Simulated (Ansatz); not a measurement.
Squeezing CdS (rocksalt type)

```
Cd S
1.0
     0.00000    2.74742    2.74742
     2.74742    0.00000    2.74742
     2.74742    2.74742    0.00000
Cd S
1 1
Direct
  0.00000 0.00000 0.00000
  0.50000 0.50000 0.50000
```

The cell comes from a relaxation on PAW files under the same functional, begun from a prototype that needn't be the stable phase.

Its volume is scaled at fixed shape and fractional positions.

All numbers are PBE results (scalar-relativistic) from Ansatz 0.2.0, with a Γ-centred 13×13×13 k mesh, Fermi–Dirac smearing of 0.1 eV, no spin polarisation. Methods: LAPW: all electrons, basis error target 1 meV/atom; PAW: frozen-core files, cutoff 420 eV; crystal datasets: all electrons, by PAW datasets that the program makes for each cell; norm-conserving: pseudopotentials, cutoff 1071 eV; PAW (core large): files with a larger core, cutoff 420 eV.

Energies are extrapolated to zero smearing and count from the unscaled cell; pressure is positive in compression; gaps take the mesh and a band path. No temperature or zero-point motion is included.

```tsv
V/V0	V (Å³/atom)	P LAPW (GPa)	ΔE LAPW (eV/atom)	P PAW − LAPW (GPa)	ΔE PAW − LAPW (meV/atom)	gap (eV)
1.00	20.74	0.02	0.000	-0.01	0.0	0.27
0.94	19.49	?	?	?	?	?
0.88	18.25	12.46	0.086	-0.02	-0.1	–
0.80	16.59	27.2	0.285	-0.03	-0.4	–
0.72	14.93	51.1	0.680	-0.04	-0.7	–
0.64	13.27	91.1	1.398	-0.04	-1.1	0.00
0.55	11.41	172.6	2.883	0.01	-1.3	0.00
```

**Question.** Fit the Vinet equation to the LAPW pressures shown (residuals weighted by 1/(|P| + 0.03·Pmax)), and predict the pressure of the withheld row.

**Answer.** The fit gives V0 = 20.74 Å³/atom, B0 = 70 GPa and B0′ = 5.10. At 19.49 Å³/atom, x = (V/V0)^(1/3) = 0.9795, and P = 3·B0·(1 − x)/x²·exp[1.5·(B0′ − 1)·(1 − x)] = 5.09 GPa. The run itself gave 5.18 GPa (-1.6 % off) and ΔE = 0.019 eV/atom.

**Question.** From the table, what is the rise of the enthalpy H = E + pV up to the last row, and how stiff is the crystal between the last two rows?

**Answer.** ΔH = 2.883 eV + (172.6 GPa × 11.41 Å³ − 0.02 GPa × 20.74 Å³) × 0.006242 eV/(GPa·Å³) = 15.17 eV/atom, of which pV makes 81 %. The mean bulk modulus there is −ΔP/Δln V = 538 GPa.

**Question.** At the smallest volume, how far do crystal datasets and norm-conserving and PAW (core large) lie from LAPW in pressure?

**Answer.** crystal datasets: -0.01 GPa; norm-conserving: -0.27 GPa; PAW (core large): +0.01 GPa, on a LAPW pressure of 172.6 GPa.

**Question.** How do the Löwdin populations by LAPW change from the unscaled cell to the last row?

**Answer.** Cd 5s 0.76 → 0.72, Cd 4d 9.98 → 9.90, S 3s 1.91 → 1.81, S 3p 5.18 → 5.32 electrons an atom. These are projections on the shells that the free atoms fill; 0.17 e a cell lies outside them at the start and 0.28 e at the end.
